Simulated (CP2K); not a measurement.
# Rh (Fm-3m) in CP2K: further runs

One crystal, Rh, is run at these levels: PBEsol; tasks: single point, equation of state.

Program: CP2K 2026.2. These are calculated values, not measurements. Logs are shortened: lines on timing, memory, paths and dates and some standing lists are left out, and cuts for length are marked.

**What was measured.**

From “Thermal equation of state of rhodium characterized by XRD in a resistively heated diamond anvil cell”, 2024, pmc:11535440, for a bulk crystal of Rh: bulk modulus 264 ± 1 GPa.

How close the calculation comes is told below.

## 1. The crystal as given

Symmetry: Fm-3m, No. 225, cubic system. The conventional cell has a = 3.796 Å, b = 3.796 Å, c = 3.796 Å, α = 90.00°, β = 90.00°, γ = 90.00°. Around Rh (site symmetry m-3m) lie 12 Rh at 2.68 Å.

## 2. Single point, PBEsol, 13.67 Å³/atom

Contents of rh_eos.inp:

```
&GLOBAL
  PROJECT rh_eos
  RUN_TYPE ENERGY_FORCE
  PRINT_LEVEL LOW
&END GLOBAL
&FORCE_EVAL
  METHOD QS
  STRESS_TENSOR ANALYTICAL
  &DFT
    BASIS_SET_FILE_NAME BASIS_MOLOPT_UZH
    POTENTIAL_FILE_NAME POTENTIAL_UZH
    &MGRID
      CUTOFF 450
      REL_CUTOFF 60
      NGRIDS 5
    &END MGRID
    &QS
      METHOD GPW
      EPS_DEFAULT 1.0E-9
    &END QS
    &KPOINTS
      SCHEME MONKHORST-PACK 12 12 12
      GAMMA_CENTERED T
      SYMMETRY T
      SYMMETRY_BACKEND SPGLIB
    &END KPOINTS
    &SCF
      SCF_GUESS ATOMIC
      EPS_SCF 1.0E-6
      MAX_SCF 100
      ADDED_MOS 11
      CHOLESKY OFF
      EPS_EIGVAL 1.0E-7
      &DIAGONALIZATION ON
        ALGORITHM STANDARD
      &END DIAGONALIZATION
      &MIXING ON
        METHOD BROYDEN_MIXING
        ALPHA 0.4
        BETA 1.5
        NBUFFER 8
      &END MIXING
      &SMEAR ON
        METHOD FERMI_DIRAC
        ELECTRONIC_TEMPERATURE [K] 1160.452
      &END SMEAR
    &END SCF
    &XC
      &XC_FUNCTIONAL
        &GGA_X_PBE_SOL
        &END GGA_X_PBE_SOL
        &GGA_C_PBE_SOL
        &END GGA_C_PBE_SOL
      &END XC_FUNCTIONAL
    &END XC
    &PRINT
      &KPOINTS ON
      &END KPOINTS
      &MULLIKEN ON
      &END MULLIKEN
      &MO ON
        ENERGIES T
        OCCUPATION_NUMBERS T
        &EACH
          QS_SCF 0
        &END EACH
        ADD_LAST NUMERIC
      &END MO
    &END PRINT
  &END DFT
  &SUBSYS
    &CELL
      A 2.6839652093 0.0000000000 0.0000000000
      B 1.3419826047 2.3243820542 0.0000000000
      C 1.3419826047 0.7747940181 2.1914484168
      PERIODIC XYZ
    &END CELL
    &COORD
      Rh  0.0000000000 0.0000000000 0.0000000000
    &END COORD
    &KIND Rh
      BASIS_SET TZVP-MOLOPT-PBE-GTH-q17
      POTENTIAL GTH-PBE-q17
    &END KIND
    &PRINT
      &ATOMIC_COORDINATES ON
      &END ATOMIC_COORDINATES
      &CELL ON
      &END CELL
      &SYMMETRY ON
      &END SYMMETRY
    &END PRINT
  &END SUBSYS
  &PRINT
    &FORCES ON
    &END FORCES
    &STRESS_TENSOR ON
    &END STRESS_TENSOR
  &END PRINT
&END FORCE_EVAL
```

Potentials or basis: POTENTIAL_UZH Rh GTH-PBE-q17; TZVP-MOLOPT-PBE-GTH basis.

Launch:

```console
$ OMP_NUM_THREADS=2 cp2k.psmp -i rh_eos.inp -o rh_eos.out
```

rh_eos.out:

```text

 CP2K| version string:                                       CP2K version 2026.2
 CP2K| Input file name                                                rh_eos.inp

 GLOBAL| Force Environment number                                              1
 GLOBAL| Basis set file name                                    BASIS_MOLOPT_UZH
 GLOBAL| Potential file name                                       POTENTIAL_UZH
 GLOBAL| MM Potential file name                                     MM_POTENTIAL
 GLOBAL| Coordinate file name                                      __STD_INPUT__
 GLOBAL| Method name                                                        CP2K
 GLOBAL| Project name                                                     rh_eos
 GLOBAL| Run type                                                   ENERGY_FORCE
 GLOBAL| FFT library                                                       FFTW3
[... 8 lines left out ...]
 GLOBAL| CPU model name                                                  UNKNOWN

 CELL| Volume [angstrom^3]:                                            13.671484
 CELL| Vector a [angstrom]:       2.684     0.000     0.000   |a| =     2.683965
 CELL| Vector b [angstrom]:       1.342     2.324     0.000   |b| =     2.683965
 CELL| Vector c [angstrom]:       1.342     0.775     2.191   |c| =     2.683965
 CELL| Angle (b,c), alpha [degree]:                                    60.000000
 CELL| Angle (a,c), beta  [degree]:                                    60.000000
 CELL| Angle (a,b), gamma [degree]:                                    60.000000
 CELL| Numerically orthorhombic:                                              NO
 CELL| Periodicity                                                           XYZ

 CELL_REF| Volume [angstrom^3]:                                        13.671484
 CELL_REF| Vector a [angstrom     2.684     0.000     0.000   |a| =     2.683965
 CELL_REF| Vector b [angstrom     1.342     2.324     0.000   |b| =     2.683965
 CELL_REF| Vector c [angstrom     1.342     0.775     2.191   |c| =     2.683965
 CELL_REF| Angle (b,c), alpha [degree]:                                60.000000
 CELL_REF| Angle (a,c), beta  [degree]:                                60.000000
[... 12 lines left out ...]
 TOTAL NUMBERS AND MAXIMUM NUMBERS

  Total number of            - Atomic kinds:                                   1
                             - Atoms:                                          1
                             - Shell sets:                                     1
                             - Shells:                                        11
                             - Primitive Cartesian functions:                  7
                             - Cartesian basis functions:                     41
                             - Spherical basis functions:                     35

  Maximum angular momentum of- Orbital basis functions:                        3
                             - Local part of the GTH pseudopotential:          2
                             - Non-local part of the GTH pseudopotential:      4

 MODULE QUICKSTEP: ATOMIC COORDINATES IN ANGSTROM

   Atom Kind Element         X             Y             Z       Z(eff)     Mass
      1    1 Rh   45      0.000000      0.000000      0.000000  17.0000 102.9055

[... 94 lines left out ...]

 SCF WAVEFUNCTION OPTIMIZATION

  Step     Update method      Time    Convergence         Total energy    Change
  ------------------------------------------------------------------------------
     1 NoMix/Diag. 0.40E+00   10.9     0.48614107      -109.8291122939 -1.10E+02
     2 Broy./Diag. 0.40E+00    7.1     0.06082296      -111.1085376090 -1.28E+00
     3 Broy./Diag. 0.40E+00    7.1     0.05545829      -110.0470948474  1.06E+00
     4 Broy./Diag. 0.40E+00    7.0     0.02183383      -109.4166530957  6.30E-01
     5 Broy./Diag. 0.40E+00    7.0     0.00112696      -109.4454763667 -2.88E-02
     6 Broy./Diag. 0.40E+00    7.0     0.00053323      -109.4313133396  1.42E-02
     7 Broy./Diag. 0.40E+00    6.9     0.00011689      -109.4311027621  2.11E-04
     8 Broy./Diag. 0.40E+00    7.0     0.00006094      -109.4303575261  7.45E-04
     9 Broy./Diag. 0.40E+00    7.0     0.00000736      -109.4305697588 -2.12E-04
    10 Broy./Diag. 0.40E+00    7.0     0.00000234      -109.4305557977  1.40E-05
    11 Broy./Diag. 0.40E+00    6.9     0.00000040      -109.4305665572 -1.08E-05

  *** SCF run converged in    11 steps ***

  Electronic density on regular grids:        -16.9999999941        0.0000000059
  Core density on regular grids:               16.9999999940       -0.0000000060
  Total charge density on r-space grids:       -0.0000000001
  Total charge density g-space grids:          -0.0000000001

  Overlap energy of the core charge distribution:               0.00000000000000
  Self energy of the core charge distribution:               -197.34967383445772
  Core Hamiltonian energy:                                     46.56022065376971
  Hartree energy:                                              52.52151160976178
  Exchange-correlation energy:                                -11.16124561989094
  Electronic entropic energy:                                  -0.00137936645721
  Fermi energy:                                                 0.65280321131914

  Total energy:                                              -109.43056655718006
  Total energy (extrapolated to T->0):                       -109.42987687395146

 MO| EIGENVALUES AND OCCUPATION NUMBERS FOR K POINT 1
 MO|
 MO|  Index      Eigenvalue [a.u.]        Eigenvalue [eV]             Occupation
 MO|      1              -2.239742             -60.946493               2.000000
 MO|      2              -1.077795             -29.328282               2.000000
 MO|      3              -1.054400             -28.691688               2.000000
 MO|      4              -1.054400             -28.691688               2.000000
 MO|      5               0.423635              11.527700               2.000000
 MO|      6               0.536725              14.605042               2.000000
[... 350 lines left out ...]
 MO|     19               2.174251              59.164367               0.000000
 MO|     20               2.198803              59.832462               0.000000
 MO| Sum:                                                              17.977058
 MO| E(Fermi):            0.652803 a.u.         17.763679 eV

 [... the levels of further k-points ...]

 !-----------------------------------------------------------------------------!
                     Mulliken Population Analysis

 #  Atom  Element  Kind  Atomic population                           Net charge
       1     Rh       1         17.000000                              0.000000
 # Total charge                             17.000000                  0.000000

 !-----------------------------------------------------------------------------!

 ENERGY| Total FORCE_EVAL ( QS ) energy [hartree]           -109.430567365745262

 FORCES| Atomic forces [hartree/bohr]
 FORCES|   Atom     x               y               z               |f|
 FORCES|      1  1.81599571E-14  3.20201723E-14  2.71188662E-14   4.57220776E-14
 FORCES| Sum     1.81599571E-14  3.20201723E-14  2.71188662E-14
 FORCES| Total atomic force                                       4.57220776E-14

 STRESS| Analytical stress tensor [bar]
 STRESS|                        x                   y                   z
 STRESS|      x       -8.30731148723E+03  -2.13911480360E-01  -1.50203120537E-01
 STRESS|      y       -2.13911480360E-01  -8.30708967020E+03  -8.89497556855E-02
 STRESS|      z       -1.50203120537E-01  -8.89497556855E-02  -8.30700529185E+03
 STRESS| 1/3 Trace                                            -8.30713548309E+03
 STRESS| Determinant                                          -5.73262957600E+11

 STRESS| Eigenvectors and eigenvalues of the analytical stress tensor [bar]
 STRESS|                        1                   2                   3
 STRESS| Eigenvalues  -8.30750277929E+03  -8.30695985390E+03  -8.30694381609E+03
 STRESS|      x           0.806931665032     -0.480872776626     -0.342961602323
 STRESS|      y           0.489124981541      0.869531053161     -0.068355687556
 STRESS|      z           0.331086152535     -0.112592718632      0.936859028515
```

Run time: 94 s. Hardware: 2 threads of Arm Neoverse V1, shared host; peak memory 0.29 GiB.

Results:

```yaml
Free_energy: -2977.7572 eV
Pressure: -0.8 GPa
Band_gap_on_the_k_mesh: none (metal or under the smearing width)
```

Caveat: the potentials were made for another functional, which shifts forces and pressure; the basis of atomic orbitals isn't converged, which shifts pressures, moduli and gaps.

## 3. Single point, PBEsol, 13.40 Å³/atom (volume scaled by 0.98)

rh_eos.inp: that of step 2 with these lines changed.

```diff
@@ -11,2 +11,3 @@
     POTENTIAL_FILE_NAME POTENTIAL_UZH
+    WFN_RESTART_FILE_NAME previous-RESTART.kp
     &MGRID
@@ -27,3 +28,3 @@
     &SCF
-      SCF_GUESS ATOMIC
+      SCF_GUESS RESTART
       EPS_SCF 1.0E-6
@@ -72,5 +73,5 @@
     &CELL
-      A 2.6839652093 0.0000000000 0.0000000000
-      B 1.3419826047 2.3243820542 0.0000000000
-      C 1.3419826047 0.7747940181 2.1914484168
+      A 2.6659514772 0.0000000000 0.0000000000
+      B 1.3329757387 2.3087817046 0.0000000000
+      C 1.3329757387 0.7695939016 2.1767402661
       PERIODIC XYZ
```

Potentials or basis: POTENTIAL_UZH Rh GTH-PBE-q17; TZVP-MOLOPT-PBE-GTH basis.

Launch:

```console
$ OMP_NUM_THREADS=2 cp2k.psmp -i rh_eos.inp -o rh_eos.out
```

It took 81 s on 2 threads of Arm Neoverse V1, shared host; peak memory 0.28 GiB.

It converged, with:

* Free energy: -2977.7534 eV
* Pressure: 5.4 GPa
* Band gap on the k mesh: none (metal or under the smearing width)

Caveat: the potentials were made for another functional, which shifts forces and pressure; the basis of atomic orbitals isn't converged, which shifts pressures, moduli and gaps.

## 4. Single point, PBEsol, 13.94 Å³/atom (volume scaled by 1.02)

rh_eos.inp: that of step 3 with these lines changed.

```diff
@@ -73,5 +73,5 @@
     &CELL
-      A 2.6659514772 0.0000000000 0.0000000000
-      B 1.3329757387 2.3087817046 0.0000000000
-      C 1.3329757387 0.7695939016 2.1767402661
+      A 2.7017403314 0.0000000000 0.0000000000
+      B 1.3508701657 2.3397757615 0.0000000000
+      C 1.3508701657 0.7799252539 2.2059617432
       PERIODIC XYZ
```

Launch:

```console
$ OMP_NUM_THREADS=2 cp2k.psmp -i rh_eos.inp -o rh_eos.out
```

Wall time 78 s (2 threads of Arm Neoverse V1, shared host); peak memory 0.28 GiB.

It converged, with:

```
Free energy            : -2977.7509 eV
Pressure               : -6.4 GPa
Band gap on the k mesh : none (metal or under the smearing width)
```

Caveat: the potentials were made for another functional, which shifts forces and pressure; the basis of atomic orbitals isn't converged, which shifts pressures, moduli and gaps.

## 5. Single point, PBEsol, 13.12 Å³/atom (volume scaled by 0.96)

rh_eos.inp: that of step 4 with these lines changed.

```diff
@@ -73,5 +73,5 @@
     &CELL
-      A 2.7017403314 0.0000000000 0.0000000000
-      B 1.3508701657 2.3397757615 0.0000000000
-      C 1.3508701657 0.7799252539 2.2059617432
+      A 2.6476909625 0.0000000000 0.0000000000
+      B 1.3238454813 2.2929676350 0.0000000000
+      C 1.3238454813 0.7643225450 2.1618306183
       PERIODIC XYZ
```

Launch:

```console
$ OMP_NUM_THREADS=2 cp2k.psmp -i rh_eos.inp -o rh_eos.out
```

Wall time 82 s (2 threads of Arm Neoverse V1, shared host); peak memory 0.28 GiB.

It converged, with:

- Free energy: -2977.7382 eV
- Pressure: 12.5 GPa
- Band gap on the k mesh: none (metal or under the smearing width)

Caveat: the potentials were made for another functional, which shifts forces and pressure; the basis of atomic orbitals isn't converged, which shifts pressures, moduli and gaps.

## 6. Single point, PBEsol, 14.22 Å³/atom (volume scaled by 1.04)

rh_eos.inp: that of step 5 with these lines changed.

```diff
@@ -73,5 +73,5 @@
     &CELL
-      A 2.6476909625 0.0000000000 0.0000000000
-      B 1.3238454813 2.2929676350 0.0000000000
-      C 1.3238454813 0.7643225450 2.1618306183
+      A 2.7192845913 0.0000000000 0.0000000000
+      B 1.3596422957 2.3549695363 0.0000000000
+      C 1.3596422957 0.7849898455 2.2202865715
       PERIODIC XYZ
```

Potentials or basis: POTENTIAL_UZH Rh GTH-PBE-q17; TZVP-MOLOPT-PBE-GTH basis.

Launch:

```console
$ OMP_NUM_THREADS=2 cp2k.psmp -i rh_eos.inp -o rh_eos.out
```

Wall time 87 s (2 threads of Arm Neoverse V1, shared host); peak memory 0.28 GiB.

The run converged. Its results:

| Quantity | Value |
| --- | --- |
| Free energy | -2977.7359 eV |
| Pressure | -11.2 GPa |
| Band gap on the k mesh | none (metal or under the smearing width) |

Caveat: the potentials were made for another functional, which shifts forces and pressure; the basis of atomic orbitals isn't converged, which shifts pressures, moduli and gaps.

## 7. Single point, PBEsol, 12.85 Å³/atom (volume scaled by 0.94)

rh_eos.inp: that of step 6 with these lines changed.

```diff
@@ -73,5 +73,5 @@
     &CELL
-      A 2.7192845913 0.0000000000 0.0000000000
-      B 1.3596422957 2.3549695363 0.0000000000
-      C 1.3596422957 0.7849898455 2.2202865715
+      A 2.6291750353 0.0000000000 0.0000000000
+      B 1.3145875177 2.2769323716 0.0000000000
+      C 1.3145875177 0.7589774572 2.1467124271
       PERIODIC XYZ
```

Launch:

```console
$ OMP_NUM_THREADS=2 cp2k.psmp -i rh_eos.inp -o rh_eos.out
```

It took 93 s on 2 threads of Arm Neoverse V1, shared host; peak memory 0.29 GiB.

Results (log left out):

| Property | Result |
| --- | --- |
| Free energy | -2977.7102 eV |
| Pressure | 20.5 GPa |
| Band gap on the k mesh | none (metal or under the smearing width) |

Caveat: the potentials were made for another functional, which shifts forces and pressure; the basis of atomic orbitals isn't converged, which shifts pressures, moduli and gaps.

## 8. Single point, PBEsol, 14.49 Å³/atom (volume scaled by 1.06)

rh_eos.inp: that of step 7 with these lines changed.

```diff
@@ -73,5 +73,5 @@
     &CELL
-      A 2.6291750353 0.0000000000 0.0000000000
-      B 1.3145875177 2.2769323716 0.0000000000
-      C 1.3145875177 0.7589774572 2.1467124271
+      A 2.7366053423 0.0000000000 0.0000000000
+      B 1.3683026712 2.3699697467 0.0000000000
+      C 1.3683026712 0.7899899156 2.2344289054
       PERIODIC XYZ
```

Launch:

```console
$ OMP_NUM_THREADS=2 cp2k.psmp -i rh_eos.inp -o rh_eos.out
```

Wall time 89 s (2 threads of Arm Neoverse V1, shared host); peak memory 0.28 GiB.

Results (log left out):

* Free energy: -2977.7129 eV
* Pressure: -15.5 GPa
* Band gap on the k mesh: none (metal or under the smearing width)

Caveat: the potentials were made for another functional, which shifts forces and pressure; the basis of atomic orbitals isn't converged, which shifts pressures, moduli and gaps.

## 9. Equation of state, PBEsol

Potentials or basis: POTENTIAL_UZH Rh GTH-PBE-q17; TZVP-MOLOPT-PBE-GTH basis.

This step only gathers the single runs of the series.

What came out:

```
Equilibrium volume                      : 13.63 Å³/atom
Bulk modulus                            : 298 GPa
Pressure derivative of the bulk modulus : 5.1
```

Energy against volume, from the lowest point:
```tsv
volume (Å³/atom)	energy (meV/atom)
12.851	46.93
13.125	18.95
13.398	3.80
13.671	0.00
13.945	6.23
14.218	21.32
14.492	44.23
```

Caveat: the potentials were made for another functional, which shifts forces and pressure; the basis of atomic orbitals isn't converged, which shifts pressures, moduli and gaps.

## 10. How close it comes

Step 9. Measured bulk modulus of Rh: 264 GPa (quoted in “Thermal equation of state of rhodium characterized by XRD in a resistively heated diamond anvil cell”, 2024, pmc:11535440). This calculation gives 298 GPa (+12.8 %). The fit is for a static lattice scaled at fixed shape and fixed fractional positions.
